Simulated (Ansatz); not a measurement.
Crystal: BAs.

```xyz
2
Lattice="2.9344 0.0000 0.0000 0.0000 2.9344 0.0000 0.0000 0.0000 2.9344" Properties=species:S:1:pos:R:3 pbc="T T T"
B     1.4672    1.4672    1.4672
As    0.0000    0.0000    0.0000
```

The cell was built by a generator and needn't be a form met in nature.

| Item | Value |
| --- | --- |
| Program | Ansatz 0.2.0 |
| Task | relaxation of cell and atoms |
| Functional | PBEsol0 |
| Potentials or basis | Ansatz PAW |
| Cutoff | 420 eV (not typed: the program's choice for these potentials) |
| k mesh | 5 × 5 × 5 |
| Occupations | fermi-dirac, width 0.05 eV |
| Spin | no spin polarisation |

At the start: volume 12.63 Å³/atom.

Where does the relaxation end?

It ends after 5 steps and the volume is 11.69 Å³/atom (-7.5 %); space group Pm-3m (No. 221, to 0.05 Å).

The path:
```
step  energy change (eV)  largest force (eV/Å)  volume (Å³)
   1              0.0000                0.0000        25.27
   2             -0.0582                0.0000        22.92
   3             -0.0619                0.0000        23.48
   4             -0.0622                0.0000        23.38
   5             -0.0613                0.0000        23.38
```

Final structure:
```
B As
1.0
     2.85957    0.00000    0.00000
     0.00000    2.85957    0.00000
     0.00000    0.00000    2.85957
B As
1 1
Cartesian
  1.4298 1.4298 1.4298
  0.0000 0.0000 0.0000
```

Caveat: the k mesh is coarse (spacing up to 0.43 Å⁻¹), so the values aren't converged, least of all with exact exchange; the plane-wave basis is chosen anew once the cell has moved, so the energies of steps on either side of that aren't comparable; the PAW data sets come from PBE, with cores solved anew for the run's functional, which leaves a small shift of forces and pressure.
